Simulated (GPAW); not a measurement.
# La2O3 (P321) in GPAW: notebook

Runs on La2O3. Level: LDA. Tasks: band structure, equation of state.

Program: GPAW 26.7.0. These are calculated values, not measurements. Logs are shortened: lines on timing, memory, paths and dates and some standing lists are left out, and cuts for length are marked. The log counts tension as positive stress, the text compression.

## (1) The structure

The structure is trigonal, space group P321 (No. 150). Conventional cell: a = 6.370 Å, b = 6.370 Å, c = 3.290 Å, α = 90.00°, β = 90.00°, γ = 120.00°. La (site symmetry 3) has 6 O at 2.46 to 2.47 Å as nearest neighbours. O (site symmetry 2) has 4 La at 2.46 to 2.47 Å as nearest neighbours.

The cell comes from a database or a generator and needn't be the stable form of this composition.

## (2) Band structure, LDA

run.py reads:

```python
from ase import Atoms
from ase.dft.bandgap import bandgap
from ase.io import write
from ase.units import GPa
from gpaw import GPAW, PW

atoms = Atoms(['La', 'La', 'O', 'O', 'O'],
              cell=[[6.3702727145, 0.0, 0.0],
                    [-3.1851363572, 5.5168179998, 0.0],
                    [0.0, 0.0, 3.2898942108]],
              scaled_positions=[[0.6666666667, 0.3333333333, 0.498103],
                                [0.3333333333, 0.6666666667, 0.501897],
                                [0.504607, 0.0, 0.0],
                                [0.0, 0.504607, 0.0],
                                [0.495393, 0.495393, 0.0]],
              pbc=True)

calc = GPAW(mode=PW(800),
            xc='LDA',
            kpts={'size': (3, 3, 5), 'gamma': True},
            occupations={'name': 'fermi-dirac', 'width': 0.05},
            nbands=42,
            convergence={'density': 1e-05, 'energy': 1e-05},
            maxiter=150,
            txt='gpaw.txt')
atoms.calc = calc
energy = atoms.get_potential_energy()
forces = atoms.get_forces()
stress = atoms.get_stress()
calc.write('gs.gpw')
write('result.traj', atoms)
print(f'Energy: {energy:.6f} eV')
print('Forces (eV/A):')
print(forces.round(4))
print('Stress (GPa):', (stress / GPa).round(3))
print('Fermi level:', round(calc.get_fermi_level(), 4), 'eV')
print(f'Gap: {bandgap(calc)[0]:.4f} eV, direct: {bandgap(calc, direct=True)[0]:.4f} eV')

path = atoms.cell.bandpath('GMKGALHA,LM,KH', npoints=80, eps=1e-4)
bs_calc = calc.fixed_density(kpts=path, symmetry='off', nbands=65,
                             convergence={'bands': 'CBM+6.0', 'eigenstates': 1e-6}, txt='bands.txt')
bs = bs_calc.band_structure()
bs.write('bs.json')
print(f'Gap on the path: {bandgap(bs_calc)[0]:.4f} eV')
```

Potentials or basis: the program's PAW data sets (release 1.2.1) made for this functional, pw.

Command:

```console
> OMP_NUM_THREADS=1 python run.py
```

gpaw.txt:

```text
__  _  _
 | _ |_)|_||  |
 |__||  | ||/\| - 26.7.0

Input parameters:
  mode=PW(ecut=800.0),
  convergence={'density': 1e-05, 'energy': 1e-05},
  kpts=MonkhorstPack(size=(3, 3, 5), gamma=True),
  maxiter=150,
  nbands=42,
  occupations=Occupations(name='fermi-dirac', width=0.05),
  xc=XC(name='LDA')

Diagonalizing LCAO Hamiltonian
Converting LCAO to pw mode

              La
                    La
         O       O

                   O

Atoms  # Å, Bohr magnetons
|   | symbol |         x |        y |        z |    initial magnetic moments |
|---|--------|-----------|----------|----------|-----------------------------|
| 0 |     La |  3.185136 | 1.838939 | 1.638706 | ( 0.0000,  0.0000,  0.0000) |
| 1 |     La | -0.000000 | 3.677879 | 1.651188 | ( 0.0000,  0.0000,  0.0000) |
| 2 |      O |  3.214484 | 0.000000 | 0.000000 | ( 0.0000,  0.0000,  0.0000) |
| 3 |      O | -1.607242 | 2.783825 | 0.000000 | ( 0.0000,  0.0000,  0.0000) |
| 4 |      O |  1.577894 | 2.732993 | 0.000000 | ( 0.0000,  0.0000,  0.0000) |

Unit cell  # Å
| periodic |         x |        y |        z |  lengths |     angles |
|----------|-----------|----------|----------|----------|------------|
|      yes |  6.370273 | 0.000000 | 0.000000 | 6.370273 |  90.000000 |
|      yes | -3.185136 | 5.516818 | 0.000000 | 6.370273 |  90.000000 |
|      yes |  0.000000 | 0.000000 | 3.289894 | 3.289894 | 120.000000 |

Number of symmetries: 6
Symmetry operations  # r_c * U_cc + t_c -> r_c
|   | kind |            matrix            |
|---|------|------------------------------|
| 0 |  E   |  1, 0, 0,  0, 1, 0,  0, 0, 1 |
| 1 |  C2  |  1, 0, 0, -1,-1, 0,  0, 0,-1 |
| 2 |  C2  |  0, 1, 0,  1, 0, 0,  0, 0,-1 |
| 3 |  C3  |  0, 1, 0, -1,-1, 0,  0, 0, 1 |
| 4 |  C3  | -1,-1, 0,  1, 0, 0,  0, 0, 1 |
| 5 |  C2  | -1,-1, 0,  0, 1, 0,  0, 0,-1 |

BZ-sampling:
  Number of BZ points: 45
  Number of IBZ points: 11

  Monkhorst-Pack size: [3, 3, 5]
  Monkhorst-Pack shift: [0, 0, 0]

K-points  # in reciprocal-cell coordinates
|     |                                coordinates |     weight |
|-----|--------------------------------------------|------------|
|   0 | (  0.00000000,   0.00000000,   0.00000000) | 0.02222222 |
|   1 | (  0.00000000,   0.00000000,   0.20000000) | 0.04444444 |
|   2 | (  0.00000000,   0.00000000,   0.40000000) | 0.04444444 |
|   3 | (  0.33333333,   0.00000000,  -0.40000000) | 0.13333333 |
|   4 | (  0.33333333,   0.00000000,  -0.20000000) | 0.13333333 |
|   5 | (  0.33333333,   0.00000000,   0.00000000) | 0.13333333 |
|   6 | (  0.33333333,   0.00000000,   0.20000000) | 0.13333333 |
|   7 | (  0.33333333,   0.00000000,   0.40000000) | 0.13333333 |
|   8 | (  0.33333333,   0.33333333,   0.00000000) | 0.04444444 |
|   9 | (  0.33333333,   0.33333333,   0.20000000) | 0.08888889 |
| ... |                                            |            |
|  10 | (  0.33333333,   0.33333333,   0.40000000) | 0.08888889 |

Plane wave coefficients: 6033
Cutoff: 800.0 eV

Spin-components: 1 (collinear spins)
Bands:           42
Projectors:      31
Spin-degeneracy: 2
Datatype:        complex128

Parallelization:
  kpt:    1
  domain: 1
  band:   1

Density:
  Valence electrons: 40.0
  Components: 1
  Grid points: [42 42 24]
  Charge: 0.0  # |e|

Potential:
  Grid points: [42 42 24]

species:
  La:
    name:    Lanthanum
    Z:       57.0
    valence: 11
    core:    46
    charge:  0.0  # [|e|]
    compensation charges:
      type: gauss
      rc: 0.35  # [Å]
      lmax: 2
    cutoffs:
      filter: 1.17  # [Å]
      core: 2.19  # [Å]
    projectors
    | kind |    occ | energy [eV] | rcut [Å] |
    |------|--------|-------------|----------|
    |   5s |  2.000 |     -39.071 |    1.164 |
    |   6s |  2.000 |      -3.813 |    1.164 |
    |   5p |  6.000 |     -22.478 |    1.164 |
    |   6p |  0.000 |      -1.412 |    1.164 |
    |   5d |  1.000 |      -3.204 |    1.164 |
    |   4f |  0.000 |      -4.581 |    1.164 |
    |    d |        |      24.008 |    1.164 |
    |    f |        |      22.631 |    1.164 |

    Using partial waves for La as LCAO basis

  O:
    name:    Oxygen
    Z:       8.0
    valence: 6
    core:    2
    charge:  0.0  # [|e|]
    compensation charges:
      type: gauss
      rc: 0.21  # [Å]
      lmax: 2
    cutoffs:
      filter: 1.17  # [Å]
      core: 0.83  # [Å]
    projectors
    | kind |    occ | energy [eV] | rcut [Å] |
    |------|--------|-------------|----------|
    |   2s |  2.000 |     -23.752 |    0.688 |
    |   2p |  4.000 |      -9.195 |    0.598 |
    |    s |        |       3.459 |    0.688 |
    |    p |        |      18.016 |    0.598 |
    |    d |        |       0.000 |    0.619 |

    Using partial waves for O as LCAO basis

Reference energy: -467960.970027  # eV

eigensolver:
  PPCG
  Converge bands: occupied
  niter=2

density mixing:
  MSR1-Mixer
  Pratt-step length: 0.05
  Maximum mixing coefficient: 0.75
  Old densities: 10
  SVD Regularization: 0.005
  Good broyden scale: 1.0
  Trust region scale: 1.0
  Backstep threshold: 4.0
  History deletion threshold: 6.0
  Fourier metric: weight=20.0, sigma=0.015

occupation numbers:
  Fermi-Dirac:
    width: 0.0500  # eV

poisson solver:
  ecut: 6400.0  # eV

xc functional:
  name: None

convergence criteria:
- Maximum integral of absolute [dens]ity change: 1e-05 electrons / valence electron
- Maximum [total energy] change in last 3 cyles: 1e-05 eV / valence electron
- Maximum integral of absolute [eigenst]ate change: 4e-08 eV^2 / valence electron
maximum number of iterations: 150

SCF iterations
|iter     | |      energy | eigst |  dens |
|---------|-|-------------|-------|-------|
|iter:   1| |  -50.059993 | +0.22 |       |
|iter:   2| |  -48.388919 | -0.72 | -0.83 |
|iter:   3| |  -44.780254 | +0.07 | -0.89 |
|iter:   4| |  -44.673166 | -1.51 | -1.35 |
|iter:   5| |  -44.628992 | -1.91 | -1.58 |
|iter:   6| |  -44.627230 | -2.75 | -2.32 |
|iter:   7| |  -44.627425 | -4.31 | -2.83 |
|iter:   8| |  -44.627424c| -5.26 | -3.56 |
|iter:   9| |  -44.627425c| -6.46 | -4.12 |
|iter:  10| |  -44.627425c| -7.49c| -4.90 |
|iter:  11| |  -44.627425c| -7.98c| -5.51c|

Converged in 11 steps
Energy contributions relative to reference atoms: (reference = -467960.970027)

Energy contributions:
  Kinetic:          49.539346
  Coulomb:         -48.994371
  Zero:             -0.402240
  External:          0.000000
  Xc:              -44.770160
  Entropy:          -0.000000
  Spinorbit:         0.000000
  ----------------------------
  Free energy:     -44.627425
  Extrapolated:    -44.627425

dipole moment: (-8.925638, -15.459658, -27.657584)  # |e|*Ang

Fermi level: 4.839
Eigenvalues  # (at kpt = [0.000, 0.000, 0.000])
| band index |      eig [eV] | occ [0-2] |
|------------|---------------|-----------|
|          0 |       -26.324 |     2.000 |
|        ... |               |           |
|         12 |         2.147 |     2.000 |
|         13 |         2.147 |     2.000 |
|         14 |         2.326 |     2.000 |
|         15 |         2.326 |     2.000 |
|         16 |         3.236 |     2.000 |
|         17 |         3.236 |     2.000 |
[... 8 lines left out ...]
|         26 |         8.894 |     0.000 |
|         27 |         8.902 |     0.000 |
|        ... |               |           |
|         41 |        11.877 |     0.000 |

Gap: 1.726 eV
Transition (v -> c):
  (s=0, k=2, n=19, [0.00, 0.00, 0.40]) -> (s=0, k=0, n=20, [0.00, 0.00, 0.00])
Direct/indirect transitions are different
Direct gap: 1.936 eV
Transition at: (s=0, k=0, n=19, [0.00, 0.00, 0.00])

Forces  # eV/Ang
|        x |        y |        z |
|----------|----------|----------|
|  0.00000 |  0.00000 |  0.00962 |  # La   0
|  0.00000 | -0.00000 | -0.00962 |  # La   1
| -0.05018 |  0.00000 |  0.00000 |  # O    2
|  0.02509 | -0.04345 |  0.00000 |  # O    3
|  0.02509 |  0.04345 |  0.00000 |  # O    4

Stress tensor  # eV/Ang^3
|         x |         y |        z |
|-----------|-----------|----------|
|  0.026155 | -0.000000 | 0.000000 |
| -0.000000 |  0.026155 | 0.000000 |
|  0.000000 |  0.000000 | 0.041021 |

# Writing to gs.gpw (mode='')
```

Run time: 7 min. Hardware: 1 thread of Arm Neoverse V2, shared host; peak memory 1 GiB.

Results:

- Free energy: -44.6274 eV
- Pressure: -5.0 GPa
- Largest force: 0.050 eV/Å
- Band gap on the k mesh: 1.73 eV, indirect (least direct gap 1.94 eV)
- Band gap along the path: 1.49 eV, indirect (least direct gap 1.94 eV)

Forces on the atoms (eV/Å):
```
La   0.000  0.000  0.010
La   0.000  0.000 -0.010
O   -0.050  0.000  0.000
O    0.025 -0.043  0.000
O    0.025  0.043  0.000
```

Stress tensor (GPa, compression positive):
```
-4.19  0.00  0.00
 0.00 -4.19  0.00
 0.00  0.00 -6.57
```

Levels at the corners of the path, in eV from the valence-band top:
```tsv
point	band 16	band 17	band 18	band 19	band 20	band 21	band 22	band 23	band 24	band 25
Γ	-1.86	-0.95	-0.95	-0.65	-0.44	1.49	3.37	3.93	3.93	4.71
M	-1.56	-1.56	-1.12	-1.03	-0.89	2.60	3.40	4.17	4.25	4.32
K	-1.30	-1.30	-1.28	-1.28	-0.94	3.08	3.08	4.09	4.40	4.40
Γ	-1.86	-0.95	-0.95	-0.65	-0.44	1.49	3.37	3.93	3.93	4.71
A	-1.46	-1.11	-1.11	-0.26	0.00	4.23	4.24	4.31	4.37	4.37
L	-1.80	-1.56	-1.29	-0.62	-0.60	4.27	4.29	4.33	4.35	4.43
H	-1.68	-1.68	-1.62	-0.66	-0.66	4.31	4.31	4.38	4.38	4.46
A	-1.46	-1.11	-1.11	-0.26	0.00	4.23	4.24	4.31	4.37	4.37
L	-1.80	-1.56	-1.29	-0.62	-0.60	4.27	4.29	4.33	4.35	4.43
M	-1.56	-1.56	-1.12	-1.03	-0.89	2.60	3.40	4.17	4.25	4.32
K	-1.30	-1.30	-1.28	-1.28	-0.94	3.08	3.08	4.09	4.40	4.40
H	-1.68	-1.68	-1.62	-0.66	-0.66	4.31	4.31	4.38	4.38	4.46
```

Caveat: one-centre terms of the f shell are cut off; spin-orbit coupling is left out, which moves the levels of the heavy elements; the mesh misses the band edges, which the band path finds closer together. A hybrid or GW would open this gap; LDA tends to underestimate it.

(Part 1 of 2 ends here.)
